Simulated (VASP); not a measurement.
# Ba (Fm-3m) in VASP: a series of runs

The runs below take Ba through single point, with PBE, LDA.

All numbers are computed with VASP 6.6.1; they aren't measurements. Logs are shortened: lines on timing, memory, paths and dates and some standing lists are left out, and cuts for length are marked.

## Step 1: The structure

It takes space group Fm-3m (No. 225, cubic). The conventional cell has a = 6.465 Å, b = 6.465 Å, c = 6.465 Å, α = 90.00°, β = 90.00°, γ = 90.00°.

This isn't the form of Ba at room conditions, which is bcc.

## Step 2: Single point, PBE

INCAR

```
PREC     = Accurate       # precision mode
ENCUT    = 520            # plane-wave cutoff, eV
EDIFF    = 1E-6           # SCF threshold, eV
ISMEAR   = -1             # smearing method
SIGMA    = 0.03           # smearing width, eV
LREAL    = False          # projectors in reciprocal space
LASPH    = True           # aspherical terms in the spheres
NELM     = 100            # most SCF steps
ALGO     = Fast           # electronic algorithm
ISIF     = 2              # what is computed and relaxed
LWAVE    = False          # write WAVECAR
LCHARG   = False          # write CHGCAR
GGA      = PE             # functional
NBANDS   = 11             # bands
```

KPOINTS

```
regular mesh
0
Gamma
  4 4 4
```

POSCAR

```
Ba
1.0
    0.0000000000      3.2326650028      3.2326650028
    3.2326650028      0.0000000000      3.2326650028
    3.2326650028      3.2326650028      0.0000000000
Ba
1
Direct
    0.0000000000      0.0000000000      0.0000000000
```

Potentials or basis: VASP PAW PBE potentials, release 64 (Ba_sv).

The run is started by

```bash
cat potpaw_PBE.64/Ba_sv/POTCAR > POTCAR
mpirun -np 1 vasp_std > vasp.out
```

OUTCAR:

```text
PREC = Accurate
   ENCUT = 520
   EDIFF = 1E-6
   ISMEAR = -1
   LREAL = False
   LASPH = True
   NELM = 100
   ISIF = 2
   GGA = PE

 ion  position               nearest neighbor table
   1  0.000  0.000  0.000-

  LATTYP: Found a face centered cubic cell.
 ALAT       =     6.4653300056

  Lattice vectors:

 A1 = (   0.0000000000,   3.2326650028,   3.2326650028)
 A2 = (   3.2326650028,   0.0000000000,   3.2326650028)
 A3 = (   3.2326650028,   3.2326650028,   0.0000000000)

Analysis of symmetry for initial positions (statically):
=====================================================================
 Subroutine PRICEL returns:
 Original cell was already a primitive cell.

 Routine SETGRP: Setting up the symmetry group for a
 face centered cubic supercell.

 Subroutine GETGRP returns: Found 48 space group operations
 (whereof 48 operations were pure point group operations)
 out of a pool of 48 trial point group operations.

The static configuration has the point symmetry O_h .

Analysis of symmetry for dynamics (positions and initial velocities):
=====================================================================
 Subroutine PRICEL returns:
 Original cell was already a primitive cell.

 Routine SETGRP: Setting up the symmetry group for a
 face centered cubic supercell.

 Subroutine GETGRP returns: Found 48 space group operations
 (whereof 48 operations were pure point group operations)
 out of a pool of 48 trial point group operations.

The dynamic configuration has the point symmetry O_h .

 Subroutine INISYM returns: Found 48 space group operations
 (whereof 48 operations are pure point group operations),
 and found     1 'primitive' translations

----------------------------------------------------------------------------------------

                                     Primitive cell

  volume of cell :      67.5635

  direct lattice vectors                    reciprocal lattice vectors
     0.000000000  3.232665003  3.232665003    -0.154671146  0.154671146  0.154671146
     3.232665003  0.000000000  3.232665003     0.154671146 -0.154671146  0.154671146
     3.232665003  3.232665003  0.000000000     0.154671146  0.154671146 -0.154671146

  length of vectors
     4.571678690  4.571678690  4.571678690     0.267898283  0.267898283  0.267898283

  position of ions in fractional coordinates (direct lattice)
     0.000000000  0.000000000  0.000000000

  ion indices of the primitive-cell ions
   primitive index   ion index
                 1           1

----------------------------------------------------------------------------------------

 KPOINTS: regular mesh

Automatic generation of k-mesh.
 Grid dimensions read from file:
 generate k-points for:    4    4    4

 Generating k-lattice:

  Cartesian coordinates                     Fractional coordinates (reciprocal lattice)
    -0.038667786  0.038667786  0.038667786     0.250000000  0.000000000  0.000000000
     0.038667786 -0.038667786  0.038667786     0.000000000  0.250000000  0.000000000
     0.038667786  0.038667786 -0.038667786     0.000000000  0.000000000  0.250000000

  Length of vectors
     0.066974571  0.066974571  0.066974571

  Shift w.r.t. Gamma in fractional coordinates (k-lattice)
     0.000000000  0.000000000  0.000000000

 Subroutine IBZKPT returns following result:
 ===========================================

 Found      8 irreducible k-points:

 Following reciprocal coordinates:
            Coordinates               Weight
  0.000000  0.000000  0.000000      1.000000
  0.250000  0.000000  0.000000      8.000000
  0.500000  0.000000  0.000000      4.000000
  0.250000  0.250000  0.000000      6.000000
  0.500000  0.250000  0.000000     24.000000
 -0.250000  0.250000  0.000000     12.000000
  0.500000  0.500000  0.000000      3.000000
 -0.250000  0.500000  0.250000      6.000000
   k-points           NKPTS =      8   k-points in BZ     NKDIM =      8   number of bands    NBANDS=     11
   number of dos      NEDOS =    301   number of ions     NIONS =      1
   total plane-waves  NPLWV =  46656
   dimension x,y,z NGX =    36 NGY =   36 NGZ =   36
   dimension x,y,z NGXF=    72 NGYF=   72 NGZF=   72
   ions per type =               1
   NGX,Y,Z   is equivalent  to a cutoff of  13.09, 13.09, 13.09 a.u.
   NGXF,Y,Z  is equivalent  to a cutoff of  26.18, 26.18, 26.18 a.u.
 SYSTEM =  unknown system
   PREC   = accura    normal or accurate (medium, high low for compatibility)
   ISTART =      0    job   : 0-new  1-cont  2-samecut
   ICHARG =      2    charge: 1-file 2-atom 10-const
   ISPIN  =      1    spin polarized calculation?
   LNONCOLLINEAR =      F non collinear calculations
   LSORBIT =      F    spin-orbit coupling
   LASPH  =      T    aspherical Exc in radial PAW
   ENCUT  =  520.0 eV  38.22 Ry    6.18 a.u.   8.50  8.50  8.50*2*pi/ulx,y,z
   NELM   =    100;   NELMIN=  2; NELMDL= -5     # of ELM steps
   EDIFF  = 0.1E-05   stopping-criterion for ELM
   LREAL  =      F    real-space projection
   EDIFFG = 0.1E-04   stopping-criterion for IOM
   NSW    =      0    number of steps for IOM
   IBRION =     -1    ionic relax: 0-MD 1-quasi-New 2-CG
   NFREE  =      0    steps in history (QN), initial steepest desc. (CG)
   ISIF   =      2    stress and relaxation
   ISYM   =      2    0-nonsym 1-usesym 2-fastsym
   POTIM  = 0.5000    time-step for ionic-motion
   TEBEG  =    0.0;   TEEND  =   0.0 temperature during run
   PSTRESS=    0.0 pullay stress
   NELECT =      10.0000    total number of electrons
   NUPDOWN=      -1.0000    fix difference up-down
   EMIN   =  10.00;   EMAX   =-10.00  energy-range for DOS
   EFERMI =   0.00;   METHOD = LEGACY
   ISMEAR =    -1;   SIGMA  =   0.03  broadening in eV -4-tet -1-fermi 0-gaus
   EFERMI_NEDOS =   21; number of points for ismear=-14 and -15
   IALGO  =     68    algorithm
   IMIX   =      4    mixing-type and parameters
     AMIX     =   0.40;   BMIX     =  1.00
     AMIX_MAG =   1.60;   BMIX_MAG =  1.00
  volume/ion in A,a.u.               =      67.56       455.94
  Fermi-wavevector in a.u.,A,eV,Ry     =   0.865973  1.636451 10.203124  0.749908
  Thomas-Fermi vector in A             =   1.984294
   LORBIT       =      0    0 simple, 1 ext, 2 COOP (PROOUT), +10 PAW based schemes
   GGA     = PE    functional components
   LHFCALC =     F    Hartree Fock is set to
   AEXX    =    0.0000 exact exchange contribution
   IVDW    =     0    specifies the selected vdW correction
   LEPSILON=     F    determine dielectric tensor
   LRPA    =     F    only Hartree local field effects (RPA)
 non-spin polarized calculation
 RMM-DIIS sequential band-by-band and
  energy-cutoff  :      520.00
  volume of cell :       67.56
 maximum number of plane-waves:      1837
 NGX is ok and might be reduce to    36
   NGX = 17   NGY = 17   NGZ = 17

 number of electron      10.0000000 magnetization

 Free energy of the ion-electron system (eV)
  ---------------------------------------------------
  ext. energy  EPLUGINS =         0.00000000
  ---------------------------------------------------
  free energy    TOTEN  =        -1.90979452 eV

  energy without entropy =       -1.90508248  energy(sigma->0) =       -1.90743850

 E-fermi :   1.4102     XC(G=0):  -7.1916

 val. band max:        1.4050244368   @ k =  -0.2500   0.5000   0.2500
 cond. band min:       1.7256749772   @ k =   0.5000   0.2500   0.0000
 fundamental gap:      0.3206505404
 Fermi energy:         1.4101976644

 k-point     1 :       0.0000    0.0000    0.0000
  band No.  band energies     occupation
      1     -27.5755      2.00000
      2     -12.5622      2.00000
      3     -12.5622      2.00000
      4     -12.5622      2.00000
      5      -1.2958      2.00000
      6       3.1519      0.00000
      7       3.1519      0.00000
      8       3.1519      0.00000
      9       4.5938      0.00000
     10       4.5938      0.00000
     11       7.2908      0.00000

 k-point     2 :       0.2500    0.0000    0.0000
  band No.  band energies     occupation
      1     -27.5609      2.00000
      2     -12.7498      2.00000
      3     -12.5868      2.00000
      4     -12.5868      2.00000
      5      -0.3986      2.00000
      6       2.3977      0.00000
      7       3.3153      0.00000
      8       3.3153      0.00000
      9       4.5495      0.00000
     10       4.5495      0.00000
     11       7.3931      0.00000

 k-point     3 :       0.5000    0.0000    0.0000
  band No.  band energies     occupation
      1     -27.5463      2.00000
      2     -12.9266      2.00000
      3     -12.6110      2.00000
      4     -12.6110      2.00000
      5       0.5228      2.00000
      6       2.3253      0.00000
      7       3.0199      0.00000
      8       3.0199      0.00000
      9       5.6861      0.00000
     10       5.6861      0.00000
     11       6.9980      0.00000

 k-point     4 :       0.2500    0.2500    0.0000
  band No.  band energies     occupation
      1     -27.5561      2.00000
      2     -12.7421      2.00000
      3     -12.6286      2.00000
      4     -12.6286      2.00000
      5      -0.1115      2.00000
      6       2.0315      0.00000
      7       3.0754      0.00000
      8       3.9501      0.00000
      9       3.9501      0.00000
     10       5.0761      0.00000
     11       9.3885      0.00000

 k-point     5 :       0.5000    0.2500    0.0000
  band No.  band energies     occupation
      1     -27.5415      2.00000
      2     -12.8645      2.00000
      3     -12.7074      2.00000
      4     -12.6527      2.00000
      5       1.0312      1.99999
      6       1.7257      0.00005
      7       2.4863      0.00000
      8       3.8960      0.00000
      9       5.5809      0.00000
     10       5.7840      0.00000
     11       6.6594      0.00000

 k-point     6 :      -0.2500    0.2500    0.0000
  band No.  band energies     occupation
      1     -27.5464      2.00000
      2     -12.8252      2.00000
      3     -12.7157      2.00000
      4     -12.6113      2.00000
      5       0.7829      2.00000
      6       2.1429      0.00000
      7       2.3114      0.00000
      8       3.6771      0.00000
      9       4.3672      0.00000
     10       6.0905      0.00000
     11       7.4635      0.00000

 k-point     7 :       0.5000    0.5000    0.0000
  band No.  band energies     occupation
      1     -27.5367      2.00000
      2     -12.9039      2.00000
      3     -12.6936      2.00000
      4     -12.6936      2.00000
      5       0.7114      2.00000
      6       1.3394      1.82760
      7       3.2642      0.00000
      8       5.7001      0.00000
      9       6.0157      0.00000
     10       6.0163      0.00000
     11       6.7619      0.00000

 k-point     8 :      -0.2500    0.5000    0.2500
  band No.  band energies     occupation
      1     -27.5367      2.00000
      2     -12.8006      2.00000
      3     -12.8006      2.00000
      4     -12.6984      2.00000
      5       1.4050      1.08601
      6       2.1012      0.00000
      7       2.1012      0.00000
      8       3.5354      0.00000
      9       6.0229      0.00000
     10       6.7728      0.00000
     11       6.8337      0.00000

------------------------ aborting loop because EDIFF is reached ----------------------------------------

  FORCE on cell =-STRESS in cart. coord.  units (eV):
  Direction    XX          YY          ZZ          XY          YZ          ZX
  --------------------------------------------------------------------------------------
  -------------------------------------------------------------------------------------
  Total       -0.1172645     -0.1172645     -0.1172645      0.0000000      0.0000000     -0.0000000
  in kB       -2.7807708     -2.7807708     -2.7807708      0.0000000      0.0000000     -0.0000000
  external PRESSURE =      -2.7807708 kB  Pullay stress =       0.0000000 kB

 VOLUME and BASIS-vectors are now :
 -----------------------------------------------------------------------------
  energy-cutoff  :      520.00
  volume of cell :       67.56
      direct lattice vectors                 reciprocal lattice vectors
     0.000000000  3.232665003  3.232665003    -0.154671146  0.154671146  0.154671146
     3.232665003  0.000000000  3.232665003     0.154671146 -0.154671146  0.154671146
     3.232665003  3.232665003  0.000000000     0.154671146  0.154671146 -0.154671146

 POSITION                                       TOTAL-FORCE (eV/Angst)
 -----------------------------------------------------------------------------------
      0.00000      0.00000      0.00000         0.000000      0.000000      0.000000
 -----------------------------------------------------------------------------------
    total drift:                               -0.000000      0.000000      0.000000

  FREE ENERGIE OF THE ION-ELECTRON SYSTEM (eV)
  ---------------------------------------------------
  free  energy   TOTEN  =        -1.9097945249 eV

  energy  without entropy=       -1.9050824832  energy(sigma->0) =       -1.90743850
```

Run time: 8 s. Hardware: 1 thread of Intel Xeon Platinum 8259CL at 2.50GHz (Skylake/Cascade Lake), shared host; peak memory 0.19 GiB.

Results:

```yaml
Free_energy: -1.9098 eV
Pressure: -0.3 GPa
Band_gap_on_the_k_mesh: none (metal or under the smearing width)
```

Caveat: the k mesh is coarse (spacing up to 0.42 Å⁻¹), so the values aren't converged.

## Step 3: Single point, LDA, non-collinear spin, zero start, spin-orbit coupling

This run uses another cell than the first one, of 55.80 Å³/atom, 0.826 times its volume.

INCAR

```
PREC     = Accurate       # precision mode
ENCUT    = 520            # plane-wave cutoff, eV
EDIFF    = 1E-6           # SCF threshold, eV
ISMEAR   = -5             # smearing method
SIGMA    = 0.05           # smearing width, eV
LREAL    = False          # projectors in reciprocal space
LASPH    = True           # aspherical terms in the spheres
NELM     = 150            # most SCF steps
ALGO     = Normal         # electronic algorithm
ISIF     = 2              # what is computed and relaxed
LWAVE    = False          # write WAVECAR
LCHARG   = False          # write CHGCAR
LNONCOLLINEAR= True           # non-collinear magnetism
MAGMOM   = 0 0 0          # initial moments
LORBIT   = 11             # projections on sites
LSORBIT  = True           # spin-orbit coupling
GGA_COMPAT= False        
LORBMOM  = True         
GGA      = CA             # functional
NBANDS   = 21             # bands
ISYM     = -1
```

KPOINTS

```
Automatic mesh
0
Gamma
  5 5 5
  0.5 0.5 0.5
```

POSCAR

```
Ba
1.0
   -0.0059747451      3.0299697238      3.0299697238
    3.0299697238     -0.0059747451      3.0299697238
    3.0299697238      3.0299697238     -0.0059747451
Ba
1
Direct
    0.0000000000      0.0000000000      0.0000000000
```

Potentials or basis: VASP PAW LDA potentials, release 64 (Ba_sv).

The run is started by

```bash
cat potpaw_LDA.64/Ba_sv/POTCAR > POTCAR
mpirun -np 1 vasp_ncl > vasp.out
```

Run time: 3.4 min. Hardware: 1 thread of Intel Xeon Platinum 8259CL at 2.50GHz (Skylake/Cascade Lake), shared host; peak memory 0.36 GiB.

It converged, with:

```yaml
Free_energy: -2.4389 eV
Pressure: 0.0 GPa
Net_moment: 0.00 μB per cell
Valence_electrons_inside_the_program's_atomic_spheres: Ba 7.93
```

Moments on the atoms (μB; x, y, z):
```
Ba  0.00 0.00 0.00
```

## Step 4: Single point, PBE

INCAR

```
SYSTEM = Ba
ALGO = Normal
EDIFF = 1E-6
ENCUT = 520
GGA = PE
ISIF = 2
ISMEAR = -1
LASPH = .TRUE.
LCHARG = .FALSE.
LREAL = .FALSE.
LWAVE = .FALSE.
NBANDS = 11
NELM = 80
PREC = Accurate
SIGMA = 0.02
```

KPOINTS

```
k-points
0
G
  5 5 5
  0 0 0
```

POSCAR

```
Ba
1.0
    0.0000000000      3.2326650028      3.2326650028
    3.2326650028      0.0000000000      3.2326650028
    3.2326650028      3.2326650028      0.0000000000
Ba
1
Direct
    0.0000000000      0.0000000000      0.0000000000
```

Potentials or basis: VASP PAW PBE potentials, release 64 (Ba_sv).

The run is started by

```bash
cat potpaw_PBE.64/Ba_sv/POTCAR > POTCAR
mpirun -np 1 vasp_std > vasp.out
```

It used 7.8 s of CPU time on 1 thread of Intel(R) Xeon(R) Platinum 8559C (Emerald Rapids), on a shared host, which was overloaded at the time.

The run converged, but a check on its numbers failed (symmetry, net force, bounds or a known fault of this set-up), so they aren't taken as properties of the crystal.

Caveat: the mesh shows a gap though the element is a metal.
